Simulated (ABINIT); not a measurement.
Runs of ABINIT 10.8.3 (patched build) on Al2O3. It takes space group P-6m2 (No. 187, hexagonal). The conventional cell has a = 2.884 Å, b = 2.884 Å, c = 9.337 Å, α = 90.00°, β = 90.00°, γ = 120.00°. Around Al (site symmetry 3m) lie 3 O at 1.80 Å. Around O (site symmetry 3m) lie 3 Al at 1.80 Å. Around O (site symmetry -6m2) lie 6 Al at 2.18 Å. Measurements of this composition are mostly on another form, of space group No. 167.

```csv
task,level,potentials or basis,cell,k mesh,cutoff (eV),fine-grid cutoff,cell freedom (optcell),cutoff smearing ecutsm (Ha),optimiser (ionmov),force stop (Ha/bohr),gap on the mesh (eV),pressure (GPa),relaxed volume (Å³/atom),largest force (eV/Å)
band structure,r2SCAN,JTH PAW PBE v2.0,as given,11 × 11 × 3,762,1360.57 eV,-,-,-,-,5.60,-4.8,-,0.40
relaxation of cell and atoms,PBEsol,JTH PAW PBE v2.0,relaxed,11 × 11 × 3,626,1224.51 eV,2,0.5,2,0.0005,4.82,0.1,(b),0.03
band structure,TB-mBJ,JTH PAW LDA v2.0,as given,8 × 8 × 2,762,1360.57 eV,-,-,-,-,7.05,-,-,-
relaxation of cell and atoms,r2SCAN,JTH PAW PBE v2.0,relaxed,7 × 7 × 2,762,1360.57 eV,2,0.5,2,0.0002,5.89,0.0,(a),-
relaxation of cell and atoms,LDA,JTH PAW LDA v2.0,relaxed,11 × 11 × 3,626,1224.51 eV,2,0.5,2,0.0005,5.15,0.0,(c),-
```

Alike in all rows: no spin polarisation; smearing fermi-dirac 0.05 eV.

**Question.** Fill in the values left out.

**Answer.** (a) 13.10; (b) 13.26; (c) 12.84.

Caveats: the PAW data sets were made with another functional, which shifts forces and pressure a little (some runs); an odd mesh through Γ misses points on the zone boundary, where band edges often lie (some runs); the constant c of TB-mBJ comes from the pseudo density here, which moves gaps by up to 0.3 eV between sets of potentials (some runs).
